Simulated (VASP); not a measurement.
Here is a VASP 6.6.1 calculation.

The input INCAR:

```
ALGO = Normal ; EDIFF = 1E-6
EDIFFG = -0.01 ; ENCUT = 600
GGA = PS ; IBRION = 2
ISIF = 3 ; ISMEAR = 0
KPAR = 2 ; LASPH = True
LCHARG = False ; LREAL = False
LWAVE = False ; NELM = 80
NSW = 90 ; PREC = Accurate
SIGMA = 0.03
```

KPOINTS

```
k-points
0
Gamma
  8 8 8
```

POSCAR

```
BaTiO3
1.0
    3.9998000000      0.0000000000      0.0000000000
    0.0000000000      3.9998000000      0.0000000000
    0.0000000000      0.0000000000      4.0180000000
Ba Ti O
1 1 3
Direct
    0.0000000000      0.0000000000      0.0000000000
    0.5000000000      0.5000000000      0.4900000000
    0.5000000000      0.5000000000      0.0190000000
    0.5000000000      0.0000000000      0.5170000000
    0.0000000000      0.5000000000      0.5170000000
```

Potentials or basis: VASP PAW PBE potentials, release 64 (Ba_sv, Ti_sv, O).

Launch:

```sh
$ cat potpaw_PBE.64/Ba_sv/POTCAR potpaw_PBE.64/Ti_sv/POTCAR potpaw_PBE.64/O/POTCAR > POTCAR
$ mpirun -np 2 vasp_std > vasp.out
```

Predict the space group after relaxing (to 0.05 Å).

P4mm (No. 99).

Predict the relaxed volume.

12.79 Å³/atom.

Predict the relaxed cell.

a = 3.966 Å, b = 3.966 Å, c = 4.066 Å, α = 90.00°, β = 90.00°, γ = 90.00°.

Final structure:
```
CELL_PARAMETERS angstrom
3.96645 0.00000 0.00000
0.00000 3.96645 0.00000
0.00000 0.00000 4.06626
ATOMIC_POSITIONS crystal
Ba 0.00000 0.00000 0.99865
Ti 0.50000 0.50000 0.48200
O 0.50000 0.50000 0.02903
O 0.50000 0.00000 0.51666
O 0.00000 0.50000 0.51666
```

Caveat: the PAW data sets were made with another functional, which shifts forces and pressure a little.
